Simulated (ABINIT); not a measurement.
Crystal: TiC.

```
Ti C
1.0
     0.00000    2.16572    2.16572
     2.16572    0.00000    2.16572
     2.16572    2.16572    0.00000
Ti C
1 1
Direct
  0.00000 0.00000 0.00000
  0.50000 0.50000 0.50000
```

The cell is a database's computed one.

Program: ABINIT 10.8.3 (patched build). Alike in all runs: no spin polarisation; cell as given; smearing fermi-dirac 0.05 eV. Hardware: 1 thread of Intel(R) Xeon(R) Platinum 8259CL CPU @ 2.50GHz (Skylake/Cascade Lake), with other jobs on the host.

Question: Order these runs on this cell by their wall time, lowest first.
A. task single point; level PBEsol; potentials or basis JTH PAW PBE v2.0; k mesh 4 × 4 × 4; cutoff (eV) 517; fine-grid cutoff 1034.03 eV; mesh quality coarse
B. task band structure; level PBE; potentials or basis SG15 NC PBE v1.2; k mesh 11 × 11 × 11; cutoff (eV) 1143; mesh quality not flagged
C. task band structure; level WC; potentials or basis JTH PAW PBE v2.0; k mesh 11 × 11 × 11; cutoff (eV) 517; fine-grid cutoff 1034.03 eV; mesh quality not flagged

Answer: A (13 s), C (43 s), B (170 s).

Caveats: some runs use coarse meshes.
